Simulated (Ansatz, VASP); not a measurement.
## BN in VASP and in Ansatz

```xyz
4
Lattice="2.5227 0.0000 0.0000 -1.2613 2.1847 0.0000 0.0000 0.0000 4.1743" Properties=species:S:1:pos:R:3 pbc="T T T"
B     0.0000    1.4565   -0.0008
B     1.2613    0.7282    2.0863
N     0.0000    1.4565    1.5620
N     1.2613    0.7282    3.6492
```

Alike in both runs: task single point; functional LDA; k mesh 9 × 9 × 6; no spin polarisation.

|  | VASP | Ansatz |
| --- | --- | --- |
| version | VASP 6.6.1 | Ansatz 0.2.0 |
| potentials or method | VASP PAW LDA potentials, release 64 (B, N) | scalar-relativistic, plane waves, PAW |
| plane-wave cutoff (eV) | 520 | 420 |
| occupations | gaussian, width 0.01 eV | fixed |
| valence electrons in the cell | 16 | 16 |

Ansatz gave:

| Property | Result |
| --- | --- |
| gap on the k mesh at the Fermi level (eV) | 4.92 |
| least direct gap on the mesh (eV) | 8.29 |
| pressure (GPa) | 0.0 |

**Question.** Estimate VASP's values.

**Answer.** gap on the k mesh at the Fermi level (eV): 4.90; least direct gap on the mesh (eV): 8.28; pressure (GPa): 1.2.

Ansatz warned: «pseudo_functional_mismatch».

Caveats: an odd mesh through Γ misses points on the zone boundary, where band edges often lie. Expect the measured gap to be larger: semilocal functionals such as LDA lack the derivative discontinuity.
